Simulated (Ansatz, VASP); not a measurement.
# ZnS (Wurtzite-2H): VASP beside Ansatz

File INCAR:

```
SYSTEM = ZnS
PREC     = Accurate       ! precision mode
ENCUT    = 520            ! plane-wave cutoff, eV
EDIFF    = 1E-6           ! SCF threshold, eV
ISMEAR   = 0              ! smearing method
SIGMA    = 0.015          ! smearing width, eV
LREAL    = .FALSE.        ! projectors in reciprocal space
LASPH    = .TRUE.         ! aspherical terms in the spheres
NELM     = 80             ! most SCF steps
ALGO     = Normal         ! electronic algorithm
ISIF     = 2              ! what is computed and relaxed
LWAVE    = .FALSE.        ! write WAVECAR
LCHARG   = .FALSE.        ! write CHGCAR
GGA      = PE             ! functional
NBANDS   = 26             ! bands
```

File KPOINTS:

```
regular mesh
0
G
  8 8 5
  0 0 0
```

POSCAR

```
ZnS
1.0
    3.8110000000      0.0000000000      0.0000000000
   -1.9055000000      3.3004228138      0.0000000000
    0.0000000000      0.0000000000      6.2340000000
Zn S
2 2
Direct
    0.6666666667      0.3333333333      0.5000000000
    0.3333333333      0.6666666667      0.0000000000
    0.6666666667      0.3333333333      0.8850000000
    0.3333333333      0.6666666667      0.3850000000
```

input.yaml

```yaml
crystal:
  lattice:
    - [3.811, 0.0, 0.0]
    - [-1.9055, 3.3004228138, 0.0]
    - [0.0, 0.0, 6.234]
  atoms:
    - { symbol: Zn, position: [0.6666666667, 0.3333333333, 0.5] }
    - { symbol: Zn, position: [0.3333333333, 0.6666666667, 0.0] }
    - { symbol: S, position: [0.6666666667, 0.3333333333, 0.885] }
    - { symbol: S, position: [0.3333333333, 0.6666666667, 0.385] }
hamiltonian:
  xc: pbe
  pseudopotentials: { kind: paw }
kpoints:
  mp_grid: { grid: [8, 8, 5] }
scf:
  occupations: { method: gaussian, width: 0.015 }
output:
  forces: true
  stress: true
  eigenvalues: true
```

Alike in both runs: task single point; functional PBE; k mesh 8 × 8 × 5; occupations gaussian, width 0.015 eV; no spin polarisation.

```csv
,VASP,Ansatz
version,VASP 6.6.1,Ansatz 0.2.0
potentials or method,"VASP PAW PBE potentials, release 64 (Zn, S)",Ansatz PAW
plane-wave cutoff (eV),520,420
valence electrons in the cell,36,36
```

|  | VASP | Ansatz | Ansatz less VASP |
| --- | --- | --- | --- |
| gap on the k mesh at the Fermi level (eV) | 2.25 | 2.25 | -0.006 |
| least direct gap on the mesh (eV) | 2.25 | 2.25 | -0.006 |
| pressure (GPa) | 2.5 | 2.3 | -0.16 |
| largest component of the traceless stress (GPa) | 1.37 | 1.35 | -0.024 |
| rms of the force components (eV/Å) | 0.186 | 0.184 | -0.0019 |

Atom by atom the forces differ by 0.002 eV/Å (rms over components).

Caveats: odd divisions of the mesh miss points on the zone boundary, where band edges often lie, so the gap on the mesh can be too wide (Ansatz). As with any semilocal functional, this PBE gap is likely too small.
